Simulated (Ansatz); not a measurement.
**What NaI (model cell, started as CsCl type) distorts into**

Aim: this structure of NaI (model cell, started as CsCl type) is to be tested for unstable modes, and one is followed downhill.

Program: Ansatz 0.2.0. Level of theory: DFT PBEsol, scalar-relativistic, plane waves, PAW. Results are calculated unless marked as measured.

Report form: the programs' logs are mostly left out.

The structure was built from a prototype and need not be the compound's stable phase.

**1. The structure**

Symmetry: Pm-3m, No. 221, cubic system. Conventional cell: a = 3.987 Å, b = 3.987 Å, c = 3.987 Å, α = 90.00°, β = 90.00°, γ = 90.00°. Nearest to Na lie 8 I at 3.45 Å. Nearest to I lie 8 Na at 3.45 Å. Farther neighbours and most contacts between anions are not listed.

**2. The dispersion**

The cell comes from relaxations at this level that are not shown. Stability and thermal properties need the whole zone. Linear response on a 4×4×4 q mesh gives force constants as far as a supercell of that size would, and the tensors from the zone-centre run are typed in so that the long-range dipole term is interpolated apart.

Contents of input.yaml:

```yaml
crystal:
  lattice:
    - [3.987300671, 0.0, 0.0]
    - [0.0, 3.987300671, 0.0]
    - [0.0, 0.0, 3.987300671]
  atoms:
    - { symbol: Na, position: [0.0, 0.0, 0.0] }
    - { symbol: I, position: [0.5, 0.5, 0.5] }
kpoints:
  mp_grid: { grid: [8, 8, 8] }
hamiltonian:
  xc: pbesol
scf:
  occupations: { method: fixed }
output:
  eigenvalues: true
phonons:
  method: dfpt
  qmesh: [4, 4, 4]
  temperatures: { t_max: 1000, t_step: 50 }
  qpath:
    path:
      - [[0.0, 0.0, 0.0], [0.0, 0.5, 0.0], [0.5, 0.5, 0.0], [0.0, 0.0, 0.0], [0.5, 0.5, 0.5], [0.0, 0.5, 0.0]]
      - [[0.5, 0.5, 0.5], [0.5, 0.5, 0.0]]
    npoints: 10
  non_analytic_term:
    high_frequency_dielectric_tensor: [[3.8445, 0.0, 0.0], [0.0, 3.8445, 0.0], [0.0, 0.0, 3.8445]]
    born_effective_charges:
      - { species: Na, tensor: [[1.3253, 0.0, 0.0], [0.0, 1.3253, 0.0], [0.0, 0.0, 1.3253]] }
      - { species: I, tensor: [[-1.3253, 0.0, 0.0], [0.0, -1.3253, 0.0], [0.0, 0.0, -1.3253]] }
    source: "zone-centre run at this cell"
```

Started as:

```
> ansatz run input.yaml --threads 4 --pin off --max-ram 7168MiB --backend cpu --events-out ev --progress --plain --runs-dir out
```

Elapsed: 93 s, on 4 threads of Intel Xeon Platinum 8375C at 2.90GHz (Ice Lake), shared host; peak memory 1.1 GiB; 5.9 min of CPU time.

Numbers from this step:

| Quantity | Value |
| --- | --- |
| gap on the k-mesh | 2.267 eV |
| volume per atom | 31.70 Å³ |
| sum-rule residual before enforcement | 5.04e-6 eV/Å² |
| lowest frequency on the path | -50.51 cm⁻¹ |
| point group | m-3m |
| highest frequency on the path or at a solved wavevector | 165.8 cm⁻¹ |
| highest optical mode at the zone centre (no LO-TO term) | 53.25 cm⁻¹ |
| lowest optical zone-centre mode | 53.25 cm⁻¹ |
| lowest mode on the q mesh (acoustic modes at Γ apart) | -50.51 cm⁻¹ |

Frequencies (cm⁻¹) solved at each irreducible wavevector; negative means imaginary. Frequencies by wavevector, by row:

| q in reciprocal lattice units | star | mode 1 | mode 2 | mode 3 | mode 4 | mode 5 | mode 6 |
| --- | --- | --- | --- | --- | --- | --- | --- |
| 0 0 0 | 1 | 0 | 0 | 0 | 53.2 | 53.2 | 53.2 |
| 0 0 0.25 | 6 | -18.7 | -18.7 | 51.9 | 51.9 | 65 | 155.8 |
| 0 0 -0.5 | 3 | -31.8 | -31.8 | 52.6 | 52.6 | 87.5 | 165.8 |
| 0 0.25 0.25 | 12 | -30.6 | 49.3 | 60.1 | 61.9 | 72.7 | 123.5 |
| 0 0.25 -0.5 | 12 | -41.4 | 47.5 | 55.6 | 71.4 | 84.1 | 120.8 |
| 0 -0.5 -0.5 | 3 | -50.5 | 42 | 77.4 | 77.4 | 87.7 | 87.7 |
| 0.25 0.25 0.25 | 8 | 55.8 | 55.8 | 56.3 | 74.3 | 74.3 | 101.5 |
| 0.25 0.25 -0.5 | 12 | 48.2 | 50.2 | 69.5 | 77.7 | 79.5 | 104.1 |
| 0.25 -0.5 -0.5 | 6 | 40.8 | 73.9 | 73.9 | 76.3 | 92.4 | 92.4 |
| -0.5 -0.5 -0.5 | 1 | 68.4 | 68.4 | 68.4 | 98.8 | 98.8 | 98.8 |

Interpolated from a 4×4×4 q mesh, with the LO-TO term (at Γ the limit along the path; where Γ stands inside the path, tables give the limit on arrival). The phonon branches at the labelled points (cm⁻¹):

| point | branch 1 | branch 2 | branch 3 | branch 4 | branch 5 | branch 6 |
| --- | --- | --- | --- | --- | --- | --- |
| Γ | 0 | 0 | 0 | 53 | 53 | 145 |
| halfway | -19 | -19 | 52 | 52 | 65 | 156 |
| X | -32 | -32 | 53 | 53 | 87 | 166 |
| halfway | -41 | 48 | 56 | 71 | 84 | 121 |
| M | -50 | 42 | 77 | 77 | 88 | 88 |
| halfway | -31 | 49 | 60 | 62 | 73 | 124 |
| Γ | 0 | 0 | 0 | 53 | 53 | 145 |
| halfway | 56 | 56 | 56 | 74 | 74 | 102 |
| R | 68 | 68 | 68 | 99 | 99 | 99 |
| halfway | 48 | 50 | 69 | 78 | 80 | 104 |
| X | -32 | -32 | 53 | 53 | 87 | 166 |
| jump to R | 68 | 68 | 68 | 99 | 99 | 99 |
| halfway | 41 | 74 | 74 | 76 | 92 | 92 |
| M | -50 | 42 | 77 | 77 | 88 | 88 |

Symmetry leaves 10 wavevectors to solve. The lowest mode among them, the acoustic zeros apart, lies at q = (0, -0.5, -0.5) and is imaginary, 50.5i cm⁻¹, so the energy falls along it.

**3. The mode frozen in, largest atomic shift 0 Å**

The mode followed lies at q = (0, -0.5, -0.5) with frequency 50.5i cm⁻¹, the softest among the wavevectors solved. At small amplitude the distorted cell has space group no. 129 by a symmetry search on the positions. The undistorted cell that holds it gives the zero of energy on the same k mesh.

System of this step: NaI (model cell, started as CsCl type). It takes space group Pm-3m (No. 221, cubic). The conventional cell has a = 3.987 Å, b = 3.987 Å, c = 3.987 Å, α = 90.00°, β = 90.00°, γ = 90.00°. Nearest to Na lie 8 I at 3.45 Å. I has 8 Na at 3.45 Å nearest. Farther neighbours and most contacts between anions are not listed.

Contents of input.yaml:

```yaml
crystal:
  lattice:
    - [-3.987300671, 0.0, 0.0]
    - [0.0, -3.987300671, -3.987300671]
    - [0.0, -3.987300671, 3.987300671]
  atoms:
    - { symbol: Na, position: [0.0, 0.5, 0.5] }
    - { symbol: Na, position: [0.0, 1.0, 1.0] }
    - { symbol: I, position: [0.5, 0.0, 0.5] }
    - { symbol: I, position: [0.5, 0.5, 0.0] }
kpoints:
  mp_grid: { grid: [6, 4, 4] }
hamiltonian:
  xc: pbesol
scf:
  occupations: { method: gaussian, width: 0.02 }
output:
  forces: true
  stress: true
  eigenvalues: true
```

Run time: 1.1 s. Hardware: 4 threads; peak memory 0.51 GiB; 3.6 s of CPU time.

Numbers from this step:

```yaml
pressure: 0.007386 GPa
energy_from_the_undistorted_cell: 0 meV/atom
```

At this level the gap is 2.27 eV on the k-mesh of the self-consistent run, which can miss the band edges.

**4. The mode frozen in, largest atomic shift 0.6 Å**

The atoms are moved along the unstable eigenvector, the largest shift by 0.6 Å, with the cell fixed.

input.yaml, the sections that differ from step 3:

```yaml
crystal:
  lattice:
    - [-3.987300671, 0.0, 0.0]
    - [0.0, -3.987300671, -3.987300671]
    - [0.0, -3.987300671, 3.987300671]
  atoms:
    - { symbol: Na, position: [0.0, 0.5, 0.5] }
    - { symbol: Na, position: [0.0, 1.0, 1.0] }
    - { symbol: I, position: [0.3495222584, 0.0, 0.5] }
    - { symbol: I, position: [0.6504777416, 0.5, 0.0] }
# kpoints, hamiltonian, scf, output: as in step 3
```

The job ended after 1.1 s (4 threads; peak memory 0.5 GiB; 3.7 s of CPU time).

Numbers from this step:

```yaml
pressure: 0.5210 GPa
gap_on_the_k_mesh: 2.726 eV
energy_from_the_undistorted_cell: -41.47 meV/atom
```

The energy, extrapolated to zero smearing, is -41.47 meV/atom against the undistorted cell.

The run ends at a pressure of 0.52 GPa, with forces up to 0.018 eV/Å.

**5. Energy along the mode, all amplitudes (two of the runs are shown above)**

An imaginary frequency means negative curvature, so the energy should fall and then rise again as anharmonic terms take over.

This step gave:

| Quantity | Value |
| --- | --- |
| depth at the lowest point sampled | 41.47 meV/atom |
| largest atomic shift at that point | 0.6 Å |

Table of energy from the parent by largest atomic shift:

| largest atomic shift (Å) | energy from the parent (meV/atom) |
| --- | --- |
| 0.000 | 0 |
| 0.040 | -0.476 |
| 0.080 | -1.88 |
| 0.140 | -5.52 |
| 0.220 | -12.5 |
| 0.320 | -22.9 |
| 0.450 | -34.9 |
| 0.600 | -41.5 |

Displacement at unit largest shift by atom:

| atom | x (Å) | y (Å) | z (Å) | size |
| --- | --- | --- | --- | --- |
| Na1 | 0.00 | 0.00 | 0.00 | 0.00 |
| Na2 | 0.00 | 0.00 | 0.00 | 0.00 |
| I3 | 1.00 | 0.00 | 0.00 | 1.00 |
| I4 | -1.00 | 0.00 | 0.00 | 1.00 |

The lowest of the steps tried is the last one, at 0.6 Å, 41.5 meV/atom below the parent; the bottom of the well need not coincide with a step.

**6. Relaxation from the frozen mode**

Starting from the lowest point found, all atoms and the cell are let go, so that strain and other modes of the same symmetry can join in.

input.yaml, as its differences from that of step 4:

```diff
@@ -15,3 +15,3 @@
 scf:
-  occupations: { method: gaussian, width: 0.02 }
+  occupations: { method: fixed }
 output:
@@ -20 +20,6 @@
   eigenvalues: true
+relax:
+  adjacent_minimum: "off"
+  f_tol: 0.002
+  max_steps: 120
+  cell: { stress_tol: 0.03 }
```

It took 12 s on 4 threads; peak memory 0.55 GiB.

Step by step:

| step | energy less that of the first step (eV) | largest force component (eV/Å) | pressure (GPa) | volume (Å³) |
| --- | --- | --- | --- | --- |
| 1 | 0.0000 | 0.0180 | 0.52 | 126.78 |
| 2 | -0.0425 | 0.0663 | 0.23 | 129.10 |
| 3 | -0.0617 | 0.0226 | 0.18 | 131.84 |
| 4 | -0.0648 | 0.0255 | -0.22 | 137.47 |
| 5 | -0.0664 | 0.0041 | 0.01 | 135.61 |
| 6 | -0.0664 | 0.0001 | 0.00 | 135.50 |
| 7* | -0.0675 | 0.0001 | 0.01 | 135.50 |
| 8 | -0.0675 | 0.0001 | 0.00 | 135.78 |
| 9* | -0.0676 | 0.0001 | 0.00 | 135.78 |

Relaxation steps marked * repeat the geometry before them on a plane-wave basis chosen anew for their cell, so energy and pressure can jump there.

The run keeps the 16 symmetry operations that it works with, so distortions that break them were not tested.

| cell as run | before | after | change |
| --- | --- | --- | --- |
| a (Å) | 3.987 | 4.372 | +9.7 % |
| b (Å) | 5.639 | 5.573 | -1.2 % |
| c (Å) | 5.639 | 5.573 | -1.2 % |
| volume (Å³/atom) | 31.70 | 33.95 | +7.1 % |

The atoms that moved most (Å, as changes of fractional coordinates times the final cell):

| atom | dx | dy | dz | length |
| --- | --- | --- | --- | --- |
| I4 | -0.137 | 0.000 | 0.000 | 0.137 |
| I3 | 0.137 | 0.000 | 0.000 | 0.137 |

The relaxed structure:

```xyz
4
Lattice="-4.3722 0.0000 0.0000 0.0000 -3.9405 -3.9405 0.0000 -3.9405 3.9405" Properties=species:S:1:pos:R:3 pbc="T T T"
Na    0.0000   -3.9405    0.0000
Na    0.0000   -7.8811    0.0000
I    -1.3917   -1.9703    1.9703
I    -2.9806   -1.9703   -1.9703
```

Numbers from this step:

```yaml
pressure: 3.70e-4 GPa
gap_on_the_k_mesh: 3.098 eV
volume_per_atom: 33.95 Å³
```

The distorted start has space group P4/nmm; the relaxation ends in P4/nmm.

**7. The new phase in its own primitive cell**

The relaxed structure is symmetrised, reduced to its primitive cell and relaxed tightly, as its phonons need.

input.yaml, the sections that differ from step 6:

```yaml
crystal:
  lattice:
    - [5.5727499761, 0.0, 0.0]
    - [0.0, 5.5727499761, 0.0]
    - [0.0, 0.0, 4.3722106501]
  atoms:
    - { symbol: Na, position: [0.5, 0.5, 0.0] }
    - { symbol: Na, position: [0.0, 0.0, 0.0] }
    - { symbol: I, position: [0.0, 0.5, 0.3182964184] }
    - { symbol: I, position: [0.5, 0.0, 0.6817035816] }
kpoints:
  mp_grid: { grid: [4, 4, 6] }
relax:
  adjacent_minimum: "off"
  f_tol: 0.001
  max_steps: 60
  cell: { stress_tol: 0.01 }
# hamiltonian, scf, output: as in step 6
```

The job ended after 2.7 s (4 threads; peak memory 0.55 GiB; 9.7 s of CPU time).

Little changed from the start: no atom moved by 0.005 Å and no cell edge by 0.1 %.

Numbers from this step:

| Item | Value |
| --- | --- |
| pressure | 3.71e-4 GPa |
| direct gap on mesh | 3.098 eV |

The largest force component left is 0.13 meV/Å and the pressure is 0.000 GPa, within the tolerances set. The cell now holds 33.95 Å³/atom.

**8. Modes of the new phase, k-mesh 4×4×6**

A relaxed structure may still be a saddle point, so its zone-centre modes are computed. The response to a homogeneous field gives the Born charges and the dielectric tensor, and its change with displacement the Raman tensors.

input.yaml, as its differences from that of step 7:

```diff
@@ -17,9 +17,7 @@
 output:
-  forces: true
-  stress: true
   eigenvalues: true
-relax:
-  adjacent_minimum: "off"
-  f_tol: 0.001
-  max_steps: 60
-  cell: { stress_tol: 0.01 }
+phonons:
+  method: dfpt
+  dielectric: true
+  rigid_motions: translations
+  raman: true
```

Wall time 1.8 min (4 threads); peak memory 1.8 GiB.

Numbers from this step:

| Property | Result |
| --- | --- |
| sum-rule residual before enforcement | 6.71e-5 eV/Å² |
| miss of the charge sum rule | 4.78e-4 e |
| estimated error of the dielectric tensor | 0.008258 |
| estimated error of the Born charges | 0.01795 e |
| point group | 4/mmm |
| highest optical mode at the zone centre (no LO-TO term) | 146.7 cm⁻¹ |
| lowest optical zone-centre mode | 52.19 cm⁻¹ |
| mean high-frequency dielectric constant | 3.479 |
| largest Born charge (third of the trace) | 1.184 e |
| mean static dielectric constant | 7.674 |
| top of the zone-centre spectrum with the field | 180.2 cm⁻¹ |

Without the LO-TO term. Patterns of degenerate modes are one choice out of their space. The modes at Γ (shares of kinetic energy by element, %):

| mode | frequency (cm⁻¹) | symmetry | Na % | I % |
| --- | --- | --- | --- | --- |
| 1 | 0.0 | acoustic | 15 | 85 |
| 2 | 0.0 | acoustic | 15 | 85 |
| 3 | 0.0 | acoustic | 15 | 85 |
| 4 | 52.2 | A1g | 0 | 100 |
| 5 | 59.6 | Eg | 11 | 89 |
| 6 | 59.6 | Eg | 11 | 89 |
| 7 | 68.2 | B1g | 100 | 0 |
| 8 | 88.7 | A2u | 85 | 15 |
| 9 | 128.9 | Eu | 85 | 15 |
| 10 | 128.9 | Eu | 85 | 15 |
| 11 | 146.7 | Eg | 89 | 11 |
| 12 | 146.7 | Eg | 89 | 11 |

Displacements in mode 4 (52.2 cm⁻¹), the largest set to 1:
```
Na1  0.00  0.00  0.00
Na2  0.00  0.00  0.00
I3   0.00  0.00  1.00
I4   0.00  0.00 -1.00
```

Displacements in mode 12 (146.7 cm⁻¹), the largest set to 1:
```
Na1  0.00  1.00  0.00
Na2  0.00 -1.00  0.00
I3   0.00  0.15  0.00
I4   0.00 -0.15  0.00
```

Optical modes at the zone centre, without and with the macroscopic field of the longitudinal modes; each column is sorted by frequency, so a row need not hold one and the same mode. Modes with and without the field, by row:

| rank among optical modes | no field (cm⁻¹) | q along (1, 0, 0) (cm⁻¹) | q along (0, 0, 1) (cm⁻¹) |
| --- | --- | --- | --- |
| 1 | 52.2 | 52.2 | 52.2 |
| 2 | 59.6 | 59.6 | 59.6 |
| 3 | 59.6 | 59.6 | 59.6 |
| 4 | 68.2 | 68.2 | 68.2 |
| 5 | 88.7 | 88.7 | 128.9 |
| 6 | 128.9 | 128.9 | 128.9 |
| 7 | 128.9 | 146.7 | 145.9 |
| 8 | 146.7 | 146.7 | 146.7 |
| 9 | 146.7 | 180.2 | 146.7 |

Born charge (rows field, columns displacement) (e), principal values of the symmetric part by kind of site:

| atom | atoms with these values | low | middle | high | mean |
| --- | --- | --- | --- | --- | --- |
| Na1 | 2 | 1.12 | 1.21 | 1.21 | 1.18 |
| I3 | 2 | -1.21 | -1.21 | -1.12 | -1.18 |

In full for Na1:

```
1.21 0.00 0.00
0.00 1.21 0.00
0.00 0.00 1.12
```

High-frequency dielectric tensor:

```
3.47 0.00 0.00
0.00 3.47 0.00
0.00 0.00 3.50
```

Static dielectric tensor (ions relaxed, fixed cell):

```
6.77 0.00 0.00
0.00 6.77 0.00
0.00 0.00 9.47
```

Transverse modes. Lines of the infrared spectrum (strongest = 100):

| position (cm⁻¹) | label | relative intensity |
| --- | --- | --- |
| 52 | A1g | 0.0 |
| 60 | Eg | 0.0 |
| 68 | B1g | 0.0 |
| 89 | A2u | 43 |
| 129 | Eu | 100 |
| 147 | Eg | 0.0 |

Activity x (w_L - w)^4 (n + 1)/w, 532 nm, 300 K; modes without the macroscopic field alone. Raman lines, with heights relative to the strongest:

| position (cm⁻¹) | label | relative intensity |
| --- | --- | --- |
| 52 | A1g | 100 |
| 60 | Eg | 22 |
| 68 | B1g | 9.1 |
| 89 | A2u | 0.0 |
| 129 | Eu | 0.0 |
| 147 | Eg | 9.1 |

Before it was imposed, the acoustic sum rule was missed by 6.7e-5 eV/Å² and the charge sum rule by 4.8e-4 e. Small misses are needed for a sound result but don't prove that mesh and cutoff are converged. The lowest optical mode is real, 52.2 cm⁻¹.

The log warns of the k mesh: “the force constants stand on the 4×4×6 k-mesh, whose period is 12.94 times the interband length at k = (0.0000, 0.0000, 0.0000), direct gap 3.098 eV, under 14: take them and everything formed from them as unconverged”.

**9. Results**

```
unstable mode of the parent                                                      : q = (0, -0.5, -0.5), 50i cm⁻¹
depth at the lowest point sampled                                                : 41.5 meV/atom
largest atomic shift at that point                                               : 0.6 Å
space group reached (within 0.01 Å)                                              : P4/nmm
energy gained over the parent (first relaxation, on the mesh of the frozen mode) : 58.4 meV/atom
volume per atom, phase reached                                                   : 33.9 Å³
gap on the k-mesh, phase reached                                                 : 3.10 eV
lowest optical zone-centre mode, phase reached                                   : 52.2 cm⁻¹
highest optical mode at the zone centre (no LO-TO term), phase reached           : 147 cm⁻¹
```

**Reading.** Along this mode the structure falls into P4/nmm, 58.4 meV/atom below the parent. At the parent's cell the well is 41.47 meV/atom deep on the steps tried, with its lowest point at a shift of 0.6 Å. That is the last step tried, so the steps alone don't bracket the bottom of the well. Relaxing atoms and cell changes the gain by +16.89 meV/atom against the lowest step (energies at zero smearing). The new phase has no imaginary mode at the zone centre of its cell; other wavevectors were not checked. Of the 2 patterns followed to their end from this parent, this one reaches the lowest energy. Each path keeps the symmetry of its pattern, so a lower phase may lie along a pattern not tried. With the field response the log warns that the k mesh is coarse for the force constants too, so the frequencies may not be converged. Spin-orbit coupling is left out, which can matter for the heavy elements here. The starting cell was built on a prototype and not taken from a measurement, so the phase need not exist.

[Logs are printed without paths, hosts, clocks, repeated set-up lines and the standing remarks that a program may print on its own settings, such as how far it seeks lower states.]

[Hosts, paths, dates, database ids (printed as entryN), source tags and the programs' standing remarks are cut or masked in the printed files.]
